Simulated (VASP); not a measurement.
GaP, 2 atoms in the cell. It takes space group F-43m (No. 216, cubic). The conventional cell has a = 5.451 Å, b = 5.451 Å, c = 5.451 Å, α = 90.00°, β = 90.00°, γ = 90.00°. Ga (site symmetry -43m) is surrounded by 4 P at 2.36 Å. P (site symmetry -43m) has 4 Ga at 2.36 Å as nearest neighbours. 

* Program: VASP 6.6.1
* Task: single point
* Functional: PBE0(alpha)
* Potentials or basis: VASP PAW PBE potentials, release 64 (Ga_d, P)
* Cutoff: 520 eV
* k mesh: 4 × 4 × 4
* Occupations: fermi-dirac, width 0.05 eV
* Spin: no spin polarisation
* Share of exact exchange: 0.05
* Grid for exact exchange (PRECFOCK): Fast
* Exchange at q = 0: truncated
* Further INCAR settings: ALGO = Normal; EDIFF = 1e-06; NBANDS = 16

Potentials or basis: VASP PAW PBE potentials, release 64 (Ga_d, P).

Command:

```console
$ cat potpaw_PBE.64/Ga_d/POTCAR potpaw_PBE.64/P/POTCAR > POTCAR
$ cp INCAR.step1 INCAR
$ mpirun -np 1 vasp_std > vasp.out
$ cp INCAR.step2 INCAR
$ mpirun -np 1 vasp_std > vasp.out
```

Hardware: 1 thread of Intel(R) Xeon(R) Platinum 8488C (Sapphire Rapids), on a shared host.

Question: How long does it take, and how much memory?

Answer: It took 83 s on 1 thread of Intel(R) Xeon(R) Platinum 8488C (Sapphire Rapids), on a shared host, peak memory 0.16 GiB. Counts: scf iterations 7, k points 8.
